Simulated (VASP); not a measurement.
Write the native input for VASP 6.6.1 that does the following.

```
Task                   : relaxation of the atoms
Functional             : LDA
Potentials or basis    : VASP PAW LDA potentials, release 64 (Ga_d, P)
Cutoff                 : 600 eV
k mesh                 : 8 × 8 × 8
Occupations            : gaussian, width 0.03 eV
Spin                   : no spin polarisation
Further INCAR settings : ALGO = Normal; EDIFF = 1e-07; IBRION = 2; EDIFFG = -0.01; NSW = 40
```

The structure of GaP lies in POSCAR:

```
GaP                                     
1.0
    0.0000000000      2.6416357727      2.6416357727
    2.6416357727      0.0000000000      2.6416357727
    2.6416357727      2.6416357727      0.0000000000
  Ga              P             
     1     1
Direct
     0.0000000000000000    0.0000000000000000    0.0000000000000000
     0.2500000000000000    0.2500000000000000    0.2500000000000000
```

The cell isn't the ideal one: a relaxed cell with its volume scaled by 0.94.

The input as run:

INCAR

```
SYSTEM = GaP
ALGO     = Normal         ! electronic algorithm
EDIFF    = 1E-7           ! SCF threshold, eV
EDIFFG   = -0.01          ! ionic threshold
ENCUT    = 600            ! plane-wave cutoff, eV
GGA      = CA             ! functional
IBRION   = 2              ! ionic algorithm
ISIF     = 2              ! what is computed and relaxed
ISMEAR   = 0              ! smearing method
LASPH    = .True.         ! aspherical terms in the spheres
LCHARG   = .False.        ! write CHGCAR
LREAL    = .False.        ! projectors in reciprocal space
LWAVE    = .False.        ! write WAVECAR
NELM     = 80             ! most SCF steps
NSW      = 40             ! ionic steps
PREC     = Accurate       ! precision mode
SIGMA    = 0.03           ! smearing width, eV
```

KPOINTS

```
k-points
0
Gamma
  8 8 8
  0 0 0
```

Potentials or basis: VASP PAW LDA potentials, release 64 (Ga_d, P).

Run with:

```bash
$ cat potpaw_LDA.64/Ga_d/POTCAR potpaw_LDA.64/P/POTCAR > POTCAR
$ mpirun -np 1 vasp_std > vasp.out
```

It gave:

```json
{
 "Pressure after relaxing": "6.4 GPa",
 "Band gap on the k mesh": "1.30 eV, indirect (least direct gap 2.42 eV)"
}
```

Caveat: the relaxation stopped at its first step, so nothing moved.

Wall time 8.7 s on 1 thread of AMD EPYC 9R45 96-Core Processor (Zen 5), with other jobs on the host, peak memory 0.12 GiB.
